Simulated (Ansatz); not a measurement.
Crystal: MoS2.

```
Mo S
1.0
     1.58000    0.91221    6.15000
    -1.58000    0.91221    6.15000
     0.00000   -1.82443    6.15000
Mo S
1 2
Cartesian
  0.0000 0.0000 0.0000
  0.0000 0.0000 7.6936
  0.0000 0.0000 4.6125
```

Measurements of this composition are mostly on another form, of space group No. 194.

Base run:

- Program: Ansatz 0.2.0
- Functional: PBEsol
- Potentials or basis: all-electron LAPW, scalar-relativistic
- Cutoff: 246 eV (chosen from the basis error)
- Basis error allowed: 0.002 eV/atom
- k mesh: 10 × 10 × 10
- Occupations: fermi-dirac, width 0.05 eV
- Spin: no spin polarisation
- Hubbard terms: Mo d U = 8 eV

Its results: band gap on the k mesh 0.75 eV, indirect (least direct gap 1.07 eV); pressure 1.8 GPa; largest force 0.195 eV/Å.

**Question.** The run is repeated on the same cell with these changes: hubbard terms from Mo d U = 8 eV to Mo d U = 4 eV. What comes out?

**Answer.** Band gap on the k mesh 0.95 eV, indirect (least direct gap 1.79 eV); pressure 0.3 GPa; largest force 0.244 eV/Å.

Caveats: U is the effective U less J, on atomic orbitals that reach past the spheres.

A k mesh can miss the band edges.
